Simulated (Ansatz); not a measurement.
Input and command of a plane-wave DFT calculation in Ansatz:

```yaml
crystal:
  lattice:
    - [4.4264724427, 0.0, 0.0]
    - [-2.2132362213, 3.8334375845, 0.0]
    - [0.0, 0.0, 5.3806689363]
  atoms:
    - { symbol: Al, position: [0.0, 0.0, 0.0] }
    - { symbol: Al, position: [0.3333333333, 0.6666666667, 0.3515059889] }
    - { symbol: Al, position: [0.6666666667, 0.3333333333, 0.6484940111] }
    - { symbol: Cu, position: [0.3333333333, 0.6666666667, 0.8422899951] }
    - { symbol: Cu, position: [0.6666666667, 0.3333333333, 0.1577100049] }
basis:
  ecutwfc: 420
kpoints:
  mp_grid: { grid: [12, 12, 10] }
hamiltonian:
  xc: pbesol
scf:
  occupations: { method: gaussian, width: 0.15 }
output:
  forces: true
  stress: true
  eigenvalues: true
  write_density: true
  write_potential: true
  elf: true
  volumetric_format: npy
```

```bash
ansatz run input.yaml --threads 2 --pin off --max-ram 5120MiB --backend cpu --events-out ev --progress --plain --runs-dir out
```

Processor: AMD EPYC (Zen 3), 2 threads, on a host shared with other jobs.

How long does it run, and how much memory does it take?

About 43 s on 2 threads of AMD EPYC (Zen 3), on a shared host, peak memory 0.6 GiB. It solves 29 bands at 162 k points (the mesh reduced by symmetry) with about 1823 plane waves, in 8 SCF iterations.
